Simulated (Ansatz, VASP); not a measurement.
## KBr: VASP beside Ansatz

File INCAR:

```
ALGO = Normal ; EDIFF = 1E-6
ENCUT = 520 ; GGA = PE
ISIF = 2 ; ISMEAR = 0
LASPH = T ; LCHARG = T
LELF = T ; LREAL = F
LVHAR = T ; LWAVE = F
NBANDS = 15 ; NELM = 100
PREC = Accurate ; SIGMA = 0.02
```

Contents of KPOINTS:

```
k-points
0
Gamma
  6 6 6
```

File POSCAR:

```
KBr
1.0
    0.0017779500      3.0566911500      3.0487891500
    3.2041293000     -0.2925715500      3.3431386500
    3.0123082500      3.1592196000     -0.1007505000
K Br
1 1
Direct
    0.0026651481     -0.0135960516      0.0118041002
    0.4973348519      0.5135960516      0.4881958998
```

Input for Ansatz:

```yaml
crystal:
  lattice:
    - [0.00177795, 3.05669115, 3.04878915]
    - [3.2041293, -0.29257155, 3.34313865]
    - [3.01230825, 3.1592196, -0.1007505]
  atoms:
    - { symbol: K, position: [0.0026651481, -0.0135960516, 0.0118041002] }
    - { symbol: Br, position: [0.4973348519, 0.5135960516, 0.4881958998] }
basis:
  ecutwfc: 420
kpoints:
  mp_grid: { grid: [6, 6, 6] }
hamiltonian:
  xc: pbe
scf:
  occupations: { method: gaussian, width: 0.02 }
output:
  forces: true
  stress: true
  eigenvalues: true
```

Alike in both runs: task single point; functional PBE; k mesh 6 × 6 × 6; occupations gaussian, width 0.02 eV; no spin polarisation.

```csv
,VASP,Ansatz
version,VASP 6.6.1,Ansatz 0.2.0
potentials or method,"VASP PAW PBE potentials, release 64 (K_sv, Br)","scalar-relativistic, plane waves, PAW"
plane-wave cutoff (eV),520,420
valence electrons in the cell,16,16
```

|  | VASP | Ansatz | Ansatz less VASP |
| --- | --- | --- | --- |
| gap on the k mesh at the Fermi level (eV) | 4.48 | 4.48 | +0.002 |
| least direct gap on the mesh (eV) | 4.48 | 4.48 | +0.002 |
| pressure (GPa) | 2.9 | 2.8 | -0.07 |
| largest component of the traceless stress (GPa) | 1.46 | 1.44 | -0.024 |
| rms of the force components (eV/Å) | 0.119 | 0.117 | -0.0019 |

Atom by atom the forces differ by 0.002 eV/Å (rms over components). The functional is the same, so the differences come from potentials, cutoffs and numerics.
